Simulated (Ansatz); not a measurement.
The computed numbers are results of PBE, scalar-relativistic (no spin polarisation) in the plane-wave PAW code Ansatz at 420 eV, 10×10×10 k-mesh, Gaussian smearing of 0.05 eV. The datasets are Ansatz's generated set soft_2.

A compound ZnX has these computed properties.

```json
{
 "Space group": "F-43m (No. 216)",
 "Conventional cell": "a = 5.733 Å, b = 5.733 Å, c = 5.733 Å, α = 90.00°, β = 90.00°, γ = 90.00°",
 "Volume": "23.55 Å³/atom",
 "Band gap": "1.15 eV",
 "Smallest direct gap": "1.15 eV",
 "Bader charges": "Zn 0.75; X -0.75 e",
 "Formation energy from the elements (0 K, uncorrected)": "-0.71 eV/atom",
 "Bulk modulus (Birch–Murnaghan)": "57 GPa",
 "Pressure derivative B0′": "4.5"
}
```

Sites: Zn on 4a, X on 4c.

Which element is X?
A. As
B. Se
C. Ge
D. Br

B. X is Se, so the compound is ZnSe.

The chain of runs began from a cell as deposited in COD, expanded in volume.

Kohn–Sham gaps of semilocal functionals lie under measured ones, often by a third or more. The relaxed cell is 4 % larger in volume than the cell of this structure in the Crystallography Open Database (22.55 Å³/atom, 1969).
